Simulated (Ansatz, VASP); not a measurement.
**Mg, level by level in two programs**

```xyz
2
Lattice="3.2306 0.0000 0.0000 -1.6153 2.7977 0.0000 0.0000 0.0000 5.2448" Properties=species:S:1:pos:R:3 pbc="T T T"
Mg    1.6153    0.9326    3.9336
Mg    0.0000    1.8652    1.3112
```

Single points on this cell with VASP 6.6.1 and Ansatz 0.2.0. Each row is one pair of runs. Alike in all rows: spin: off; k mesh: 10 × 10 × 5; smearing: fermi-dirac, width 0.05 eV.

| level | VASP's potentials, cutoff | Ansatz's potentials, cutoff | gap on the k mesh at the Fermi level (eV), VASP | gap on the k mesh at the Fermi level (eV), Ansatz | pressure (GPa), VASP | pressure (GPa), Ansatz | largest component of the traceless stress (GPa), VASP | largest component of the traceless stress (GPa), Ansatz |
| --- | --- | --- | --- | --- | --- | --- | --- | --- |
| LDA | VASP PAW LDA potentials, release 64 (Mg), 520 eV | Ansatz PAW, 420 eV | none | none | -3.2 | -2.9 | 0.89 | 0.90 |
| PBE | VASP PAW PBE potentials, release 64 (Mg), 520 eV | Ansatz PAW, 420 eV | ? | none | ? | -1.0 | ? | 0.80 |
| r2SCAN | VASP PAW PBE potentials, release 64 (Mg), 520 eV | Ansatz PAW, 500 eV | none | none | -2.0 | -1.7 | 0.58 | 0.58 |
| PBE+D3(BJ) | VASP PAW PBE potentials, release 64 (Mg), 520 eV | Ansatz PAW, 420 eV | none | none | -3.0 | -2.9 | 0.80 | 0.80 |
| PBEsol+D3(BJ) | VASP PAW PBE potentials, release 64 (Mg), 520 eV | Ansatz PAW, 420 eV | none | none | -3.5 | -3.5 | 0.79 | 0.80 |

Question: Fill in what VASP gave in row 2.

Answer: gap on the k mesh at the Fermi level (eV): none; pressure (GPa): -1.1; largest component of the traceless stress (GPa): 0.80.

A gap of «none» marks a metal or a gap that the smearing closes.

Caveats: pairwise dispersion overbinds metals, which lowers pressure and volume (some rows); the PAW data sets were made with another functional, which shifts forces and pressure a little (VASP); the PAW data sets come from PBE, with cores solved anew for the run's functional, which leaves a small shift of forces and pressure (Ansatz).
